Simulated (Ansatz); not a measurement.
**MoP, one cell by several methods**

```xyz
2
Lattice="3.2230 0.0000 0.0000 -1.6115 2.7912 0.0000 0.0000 0.0000 3.1910" Properties=species:S:1:pos:R:3 pbc="T T T"
Mo    0.0000    0.0000    0.0000
P     0.0000    1.8608    1.5955
```

Atom numbers follow the list: Mo1, P2.

The geometry is COD entry 1539074, unchecked; take it as a test cell.

Spin polarisation is left out, and whether a magnetic state lies lower isn't shown here.

Levels of theory: DFT, PBEsol, PAW with Ansatz's default frozen-core files, scalar-relativistic (Ansatz 0.2.0); DFT, PBEsol, all-electron PAW with datasets made for the crystal, scalar-relativistic (Ansatz 0.2.0); DFT, PBEsol, all-electron LAPW, scalar-relativistic (Ansatz 0.2.0).

For PAW: a Γ-centred 15×15×13 k mesh, Fermi–Dirac smearing of 0.08 eV, cutoff 420 eV, no spin polarisation; the PAW files were made with PBE, and the program remakes their frozen cores for this functional. The crystal-made all-electron datasets (AE datasets) take a cutoff of 300 eV at this cell. LAPW targets a basis error of 0.25 meV/atom. The Ansatz runs share mesh, smearing and spin set-up. Plane-wave (PAW) pressures include the program's estimate of the Pulay term.

Stress and pressure are positive in compression.

Spin–orbit coupling is left out, which moves gradients at and beside heavy atoms by some per cent and at worst by a factor of two.

In a metal, gradients converge slowly with the k mesh: the values move by tens of per cent from one mesh to another, at times in sign, so only the comparison on one mesh counts.

Levels count from the Fermi level.

| quantity | PAW | AE datasets | LAPW |
| --- | --- | --- | --- |
| pressure (GPa) | -3.63 | -3.60 | -3.60 |
| stress xx (GPa) | -3.24 | -3.21 | -3.22 |
| stress zz (GPa) | -4.42 | -4.38 | -4.38 |
| highest filled level at K (eV) | -0.066 | -0.068 | -0.068 |
| lowest empty level at K (eV) | 0.667 | 0.668 | 0.668 |
| highest filled level at Γ (eV) | -0.689 | -0.691 | -0.691 |
| lowest empty level at Γ (eV) | 0.284 | 0.285 | 0.285 |
| highest filled level at M (eV) | -0.417 | -0.416 | -0.416 |
| lowest empty level at M (eV) | 1.721 | 1.721 | 1.721 |
| field gradient Vzz at P2 (10²¹ V/m²) | -0.68 | -0.69 | – |

PAW's pressure differs from the LAPW value by -0.03 GPa.
